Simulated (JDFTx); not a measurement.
Here is a JDFTx 1.7.0 (patched build) calculation.

Contents of CdS.in:

```
lattice \
    0.0000000000     5.5113862425     5.5113862425 \
    5.5113862425     0.0000000000     5.5113862425 \
    5.5113862425     5.5113862425     0.0000000000
coords-type Lattice
ion Cd    -0.0103480000     0.0223960000    -0.0034000000 1
ion S      0.7487080000     0.7471110000     0.7497450000 1

ion-species pseudo/Cd.upf
ion-species pseudo/S.upf
elec-cutoff 51 408
elec-ex-corr gga-PBE
kpoint-folding 8 8 8
elec-smearing Fermi 0.0018374661
elec-n-bands 19
electronic-SCF nIterations 100 energyDiffThreshold 1e-09
electronic-minimize nIterations 30 energyDiffThreshold 1e-7
converge-empty-states yes
forces-output-coords Cartesian

dump-name run.$VAR
dump End Ecomponents EigStats BandEigs Kpoints Forces Stress
```

Potentials or basis: PseudoDojo-SR-PBE-0.5-standard with smoothed tails.

Command:

```sh
$ jdftx -c 1 -i CdS.in -o CdS.out
```

**Question.** Predict the pressure.

**Answer.** 3.1 GPa.

**Question.** Predict the largest force.

**Answer.** 0.534 eV/Å.

**Question.** Predict the band gap on the k mesh.

**Answer.** 1.14 eV, direct.

**Question.** What does it give for the Loewdin charges?

**Answer.** Cd +1.27; S -1.08 e.

Forces on the atoms (eV/Å):
```
Cd  -0.370  0.249 -0.294
S    0.369 -0.249  0.294
```

Caveat: the empty levels aren't tightly converged.
